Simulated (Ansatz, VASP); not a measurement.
# Si5Ge2 in VASP and in Ansatz

```
Si Ge
1.0
     5.15338   -3.14966   -0.17709
     5.15338    3.14966   -0.17709
    -2.46936    0.00000    3.81217
Si Ge
5 2
Direct
  0.00000 0.00000 0.00000
  0.80516 0.40616 0.83976
  0.59384 0.19484 0.16024
  0.19484 0.59384 0.16024
  0.40616 0.80516 0.83976
  0.30131 0.30131 0.54812
  0.69869 0.69869 0.45188
```

Change from the starting cell: species swapped into the Rb2Te5 type (C2/m, No. 12).

Alike in both runs: functional PBE; k mesh 3 × 3 × 4; occupations gaussian, width 0.2 eV; no spin polarisation.

Ansatz relaxed the structure, and its values are those at the end. VASP's run is a single point on that final structure, the one shown.

|  | VASP | Ansatz |
| --- | --- | --- |
| version | VASP 6.6.1 | Ansatz 0.2.0 |
| potentials or method | VASP PAW PBE potentials, release 64 (Si, Ge_d) | scalar-relativistic, plane waves, PAW |
| plane-wave cutoff (eV) | 520 | 420 |
| valence electrons in the cell | 48 | 48 |

```csv
,VASP,Ansatz,Ansatz less VASP
gap on the k mesh at the Fermi level (eV),none,none,-
pressure (GPa),0.0,0.0,+0.04
rms of the force components (eV/Å),0.008,0.008,0.0000
```

A gap of «none» marks a metal or a gap that the smearing closes.

Caveats: the k mesh is coarse (spacing up to 0.42 Å⁻¹), so the values aren't converged.
